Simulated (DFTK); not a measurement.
ZrC:

```
Zr C
1.0
     0.00000    2.36500    2.36500
     2.36500    0.00000    2.36500
     2.36500    2.36500    0.00000
Zr C
1 1
Direct
  0.50000 0.50000 0.50000
  0.00000 0.00000 0.00000
```

Program: DFTK 0.8.2. Alike in all runs: no spin polarisation; cell as given; smearing fermi-dirac 0.05 eV; the mesh is coarse, so values aren't converged.

Q: Order these runs on this cell by their pressure, lowest first.
A. level PBEsol+U; potentials or basis dojo.nc.sr.pbesol.v0_4_1.standard.upf (PBEsol); U Zr d U = 1.5 eV; k mesh 5 × 5 × 5; cutoff (eV) 1116; start of the occupations half filled (the program's default); symmetries used no
B. level r2SCAN; potentials or basis cp2k.nc.sr.pbe.v0_1.semicore.gth (PBE, GTH); k mesh 6 × 6 × 6; cutoff (eV) 2857; SCF solver ScfAndersonSolver
C. level PBEsol+U; potentials or basis dojo.nc.sr.pbesol.v0_4_1.standard.upf (PBEsol); U Zr d U = 4.5 eV; k mesh 5 × 5 × 5; cutoff (eV) 1116; start of the occupations half filled (the program's default); symmetries used no
D. level PBEsol+U; potentials or basis dojo.nc.sr.pbesol.v0_4_1.standard.upf (PBEsol); U Zr d U = 8 eV; k mesh 5 × 5 × 5; cutoff (eV) 1116; start of the occupations half filled (the program's default); symmetries used no
E. level PBEsol+U; potentials or basis dojo.nc.sr.pbesol.v0_4_1.standard.upf (PBEsol); U Zr d U = 0 eV; k mesh 5 × 5 × 5; cutoff (eV) 1116; start of the occupations half filled (the program's default); symmetries used no

A: E (-8.4 GPa), A (-5.9 GPa), B (-3.2 GPa), C (-1.2 GPa), D (5.6 GPa).

Caveats: all runs use coarse meshes; the Hubbard orbitals reach further out than in other programs, which can move energies by up to some tens of meV an atom (some runs); U without spin polarisation on a metal has little footing (some runs); the U is typed as a test and isn't derived for this compound (some runs); GTH potentials come without recommended cutoffs, and this one wasn't checked for convergence (some runs); the potentials were made for another functional, which shifts forces and pressure (some runs).

Runs at the PBE level aren't shown here.
